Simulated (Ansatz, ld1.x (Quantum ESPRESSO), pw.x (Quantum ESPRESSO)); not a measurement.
# pw.x on fcc Sn: one setting changed

Potential: ultrasoft, ld1.x (Quantum ESPRESSO) 7.5, PBEsol; core [Kr] 4d10, reference 5s2 5p2; waves: 5s (bound): rcut 1.50, rcutus 1.90 bohr; 5s channel at 1.25 Ry: rcut 1.50, rcutus 1.90 bohr; 5p (bound): rcut 2.55, rcutus 2.70 bohr; 5p channel at 1.3 Ry: rcut 2.55, rcutus 2.70 bohr; 5d channel at 0.5 Ry: rcut 2.00, rcutus 2.50 bohr; local part: all-electron potential smoothed inside 2.30 bohr (lloc = -1); core correction: Bessel-smoothed model core inside 1.40 bohr; augmentation: PSQ, radius 1.10 bohr.

The reference run (k-mesh 12³, cutoffs 40/580 Ry, Fermi–Dirac 0.01 Ry, mixing_beta 0.4, conv_thr 1e-9, no spin) gives -0.59 GPa at 26.553 Å³/atom, where all-electron LAPW gives -0.13 GPa. This run, with its own iteration cap, changes degauss to 0.02.

```
&control
  calculation='scf', prefix='x', pseudo_dir='./', outdir='./tmp', tstress=.true., disk_io='none'
/
&system
  ibrav=0, nat=1, ntyp=1, ecutwfc=40, ecutrho=580, nbnd=9,
  occupations='smearing', smearing='fd', degauss=0.02
/
&electrons
  conv_thr=1e-09, mixing_beta=0.4, electron_maxstep=60
/
ATOMIC_SPECIES
Sn 1.0 Sn.UPF
CELL_PARAMETERS angstrom
  0.00000000 2.36788824 2.36788824
  2.36788824 0.00000000 2.36788824
  2.36788824 2.36788824 0.00000000
ATOMIC_POSITIONS crystal
Sn 0.0000 0.0000 0.0000
K_POINTS automatic
12 12 12 0 0 0
```

```bash
pw.x < Sn.scf.in > Sn.scf.out
```

Question: How does the run end?

Answer: It converges in 40 iterations; the free energy moves by -52.5 meV/atom and the pressure by +0.25 GPa. In a metal, with Fermi–Dirac smearing, F lies below its zero-width value by a term in the square of the width.

```
Message from routine setup:
     using ibrav=0 with symmetry is DISCOURAGED, use correct ibrav instead
     lattice parameter (alat)  =       6.3281  a.u.
     unit-cell volume          =     179.1885 (a.u.)^3
     number of electrons       =         4.00
     number of Kohn-Sham states=            9
     kinetic-energy cutoff     =      40.0000  Ry
     charge density cutoff     =     580.0000  Ry
     scf convergence threshold =      1.0E-09
     Exchange-correlation= PBESOL
     number of k points=    72  Fermi-Dirac smearing, width (Ry)=  0.0200
     iteration #  1     ecut=    40.00 Ry     beta= 0.40
     negative rho (up, down):  1.978E-01 0.000E+00
     total energy              =     -48.36524721 Ry
     estimated scf accuracy    <       0.63640544 Ry
     iteration #  2     ecut=    40.00 Ry     beta= 0.40
     negative rho (up, down):  2.661E-02 0.000E+00
     total energy              =     -48.57707026 Ry
     estimated scf accuracy    <       5.78609767 Ry
     iteration #  3     ecut=    40.00 Ry     beta= 0.40
     negative rho (up, down):  1.884E-02 0.000E+00
     total energy              =     -48.70074630 Ry
     estimated scf accuracy    <       1.54907617 Ry
     iteration #  4     ecut=    40.00 Ry     beta= 0.40
     negative rho (up, down):  2.060E-03 0.000E+00
     total energy              =     -48.59693130 Ry
     estimated scf accuracy    <       1.19939476 Ry
     iteration #  5     ecut=    40.00 Ry     beta= 0.40
     total energy              =     -48.67925220 Ry
     estimated scf accuracy    <       1.51212902 Ry
     iteration #  6     ecut=    40.00 Ry     beta= 0.40
     total energy              =     -48.69541626 Ry
     estimated scf accuracy    <       4.62763483 Ry
     [... 28 iterations left out ...]
     iteration # 35     ecut=    40.00 Ry     beta= 0.40
     total energy              =     -48.65327160 Ry
     estimated scf accuracy    <       0.00089380 Ry
     iteration # 36     ecut=    40.00 Ry     beta= 0.40
     total energy              =     -48.65327342 Ry
     estimated scf accuracy    <       0.00011793 Ry
     iteration # 37     ecut=    40.00 Ry     beta= 0.40
     total energy              =     -48.65327548 Ry
     estimated scf accuracy    <       0.00000032 Ry
     iteration # 38     ecut=    40.00 Ry     beta= 0.40
     total energy              =     -48.65327549 Ry
     estimated scf accuracy    <          8.6E-09 Ry
     iteration # 39     ecut=    40.00 Ry     beta= 0.40
     total energy              =     -48.65327549 Ry
     estimated scf accuracy    <          3.4E-09 Ry
     iteration # 40     ecut=    40.00 Ry     beta= 0.40
     the Fermi energy is     6.5397 ev
!    total energy              =     -48.65327549 Ry
     estimated scf accuracy    <          1.1E-10 Ry
     smearing contrib. (-TS)   =      -0.00997541 Ry
     The total energy is F=E-TS. E is the sum of the following terms:
     one-electron contribution =       3.95738151 Ry
     hartree contribution      =       0.06057316 Ry
     xc contribution           =     -44.46423097 Ry
     ewald contribution        =      -8.19702377 Ry
     convergence has been achieved in  40 iterations
          total   stress  (Ry/bohr**3)                   (kbar)     P=       -3.47
     Message from routine punch:
     Nothing written, as per user request (disk_io='none')
```

The run took about 30 s on one core of a shared host (Neoverse-V1, 64 threads, 495 GiB, load 11).
